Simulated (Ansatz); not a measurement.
Ansatz input

```yaml
crystal:
  lattice:
    - [-2.4941269799, 2.6805290554, 0.8021897229]
    - [2.6805290554, -2.4941269799, 0.8021897229]
    - [1.9828401415, 1.9828401415, -0.4607939801]
  atoms:
    - { symbol: B, position: [0.0670213573, 0.9329786427, 0.0] }
    - { symbol: B, position: [0.6829786427, 0.3170213573, 0.5] }
hamiltonian:
  xc: pbesol
  pseudopotentials:
    kind: paw
    azcp:
      B: "pseudopotentials/B.paw.azcp"
basis:
  ecutwfc: 420
  fft_grid_basis: typed
kpoints:
  mp_grid: { grid: [22, 22, 12], shift: [0, 0, 0] }
magnetization:
  spin_polarized: false
scf:
  occupations: { method: fermi_dirac, width: 0.1 }
  lower_state_search: "off"
output:
  stress: true
```

Output

```
Warning: 4 symmetry operations that the atoms keep within the bar at which the run's group was sought (crystal.symmetry.tolerance 1.0e-5, or twice it) were not taken beside the 4 unitary ones that the detection took (of a slab, those that keep its plane). If the more symmetric cell is meant, write the vectors of crystal.lattice to more decimals, or, with the positions in fractional coordinates, give it by lengths and angles (which lays the cell in the standard orientation, to which the deck's other Cartesian keys then refer), with the lengths that are meant to be equal typed equal, the angles likewise, and each angle that the symmetry fixes typed at its exact value (of a frozen-density pass: in the run whose state it reads). The detection then takes those 4 too, where the atoms keep them as a group. The lattice (crystal.lattice as typed, or as saved on a frozen-density pass laid at its state's geometry) misses each of them by more than the tolerance, the farthest off changing a squared length by the fraction 3.3e-5. The run does not impose them: its cell is that one, or, where this deck is also told that its lattice was moved onto its group, that cell laid onto the operations that were taken. If the cell is strained on purpose, what lies past the tolerance is rightly left out.
Warning: the record states the generating functional pbe (its physics header spells it `PBE`), which answers neither for hamiltonian.xc's functional nor for the pbesol family's — results may be inconsistent (PPs are generated against a specific XC)
Engine: ansatz 0.2.0, aarch64-unknown-linux-gnu
Pseudopotentials: kind: paw
Pseudopotential: B, paw, valence charge 3, recommended cutoff 420 eV (normal) 
Functional definition: PBEsol
  exchange = pbesol_x
  correlation = pbesol_c
Crystal: 2 atoms, lattice volume = 16.906 Å³
Basis set: ecut = 420 eV, 335 PW (Γ)
Bands: 7, of which v1, the nominal top of the filled ones, is band 3 counted from 1 (2 counted from 0)
Symmetry: 4 space group operations
Space group: C2/c (ITA 15), of the structure as read, at distance tolerance 2.6e-5 Å
k-points: 1531 of 5808
Non-local potential: B, projectors of the file, l = 0: 2, l = 1: 2, l = 2: 1
PAW form: soft (Blöchl's): semilocal exchange-correlation on the pseudo side does not see the compensation charge
PAW frozen core: B, regenerated for the run's functional, and the local potential with it (the file was generated under x = pbe(κ = 0.804, μ = 0.2195149727645171), c = pbe(β = 0.06672455060314922))
PAW one-centre angular grid: B, 110 points (default); XC on 64 Gauss nodes
Initial density: superposition of atomic densities (neutral atoms: chi_scale 0, normalization atom), corrected by the library's trained network
Initial wavefunctions: pseudopotential atomic-orbital guess
Functional: x = pbesol(κ = 0.804, μ = 0.12345679012345678), c = pbesol(β = 0.046)
SCF iter   1: F=—  HF=-304.353805 eV  |F-HF|=—  |Δ(HF+E_count)|=         —  Δρ=1.28e-2  dr2=5.34e-2  ethr=1.77e-3  ⟨swp⟩=4.5  Hψ=75441  notcnv=0
SCF iter   2: F=—  HF=-304.342496 eV  |F-HF|=—  |Δ(HF+E_count)|=   1.13e-2  Δρ=8.11e-3  dr2=2.50e-2  ethr=8.90e-4  ⟨swp⟩=1.0  Hψ=22965  notcnv=0
SCF iter   3: F=—  HF=-304.331989 eV  |F-HF|=—  |Δ(HF+E_count)|=   1.05e-2  Δρ=9.66e-4  dr2=1.50e-4  ethr=4.17e-4  ⟨swp⟩=2.5  Hψ=19479  notcnv=0  defer=4
SCF iter   4: F=—  HF=-304.332028 eV  |F-HF|=—  |Δ(HF+E_count)|=   3.91e-5  Δρ=1.34e-4  dr2=3.95e-6  ethr=2.50e-6  ⟨swp⟩=2.2  Hψ=16239  notcnv=0  defer=4
SCF iter   5: F=—  HF=-304.332027 eV  |F-HF|=—  |Δ(HF+E_count)|=   1.53e-6  Δρ=1.05e-5  dr2=1.01e-8  ethr=6.58e-8  ⟨swp⟩=2.4  Hψ=13865  notcnv=0  defer=71
SCF iter   6: F=-304.332027 eV  HF=-304.332027 eV  |F-HF|=1.27e-11  |Δ(HF+E_count)|=   2.96e-9  Δρ=5.90e-7  dr2=4.31e-11  ethr=1.68e-10  ⟨swp⟩=1.7  Hψ=32462  notcnv=0
SCF 1 converged in 6 iterations: F = -304.332027 eV  dr2 = 4.31e-11
SCF converged after 6 iterations
Free energy (F): -304.332027 eV
Harris-Foulkes:  -304.332027 eV  (|F-HF|=1.27e-11)
Internal energy: -304.321635 eV  (E = F + TS)
E sigma→0 (E₀):  -304.326831 eV
Entropy (-TS):   -0.010392 eV (-5.196 meV/atom)
Fermi energy:    7.766594 eV
--- Per-component energies (eV) ---
  E_band       = 2.526273
  E_kinetic    = 98.263195
  E_local      = -92.821397  (includes V_loc(G=0)·N_el)
  E_nonlocal   = 23.111936
  E_hartree    = 27.607532
  E_xc         = -63.682955
  E_vxc        = -75.791124  (∫ρ·V_xc dr)
  E_paw        = -150.997455  (= ΣΔE_a)
  E_vpaw       = -5.451383  (= ΣTr[D̂ρ^β])
  E_aug_tail   = -0.000007  (compensation charges beyond the density's cutoff)
  E_ewald      = -145.831906
  E_core_change = 0.029422  (= ΣΔE_core)
  E_smearing   = -0.010392  (= −TS)
  E_closure    = 0.000000  (closes the sum)
  Σ components = -304.332027   (vs F -304.332027, Δ=0.00e0)
--- Stress (GPa, compression-positive) ---
       -0.104776      -0.190943       0.069354
       -0.190943      -0.104776       0.069354
        0.069355       0.069355       0.260206
  P = ⅓ Tr σ = 0.0169 GPa (0.169 kbar)
```
